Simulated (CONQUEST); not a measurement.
## Ge under changes of volume

One of the cells (19.607 Å³/atom); the others are scaled copies at fixed shape and fractional positions:

```
Ge
1.0
     2.69823    0.00000    0.00000
     0.00000    2.79430    0.00000
     0.00000    0.00000    5.20103
Ge
2
Direct
  0.00000 0.00000 0.50000
  0.00000 0.50000 0.00000
```

This isn't the form of Ge at room conditions, which is diamond.

* Program: CONQUEST 1.3
* Functional: PBEsol
* Potentials or basis: PseudoDojo NC PBEsol, DZP, grid of 32 × 32 × 60 points
* k mesh: 10 × 9 × 5
* Occupations: fermi-dirac, width 0.05 eV
* Spin: no spin polarisation

```csv
volume (Å³/atom),energy over the lowest point (meV/atom),pressure (GPa)
18.431,?,?
18.823,0.00,0.2
19.215,1.77,-1.3
19.607,6.78,-2.6
19.999,14.90,-3.8
20.391,25.48,-4.9
20.783,38.68,-6.0
```

Task: What does the run at 18.431 Å³/atom give?

Result: Energy over the lowest point 2.51 meV/atom; pressure 2.0 GPa.

Worked out: A Birch-Murnaghan fit of order 3 (a polynomial in V^(-2/3)) to the other rows has its minimum at 18.82 Å³/atom, just outside them, with B0 = V·E''(V) = 71 GPa and B' = 3.8 at fixed shape and positions, which overstates the stiffness. It gives 1.85 meV/atom at 18.431 Å³/atom, against the run's 2.51, and -dE/dV = 1.5 GPa, against 2.0.

Energies are extrapolated to zero smearing.

Caveats: the basis of atomic orbitals isn't converged, which shifts pressures, moduli and gaps.
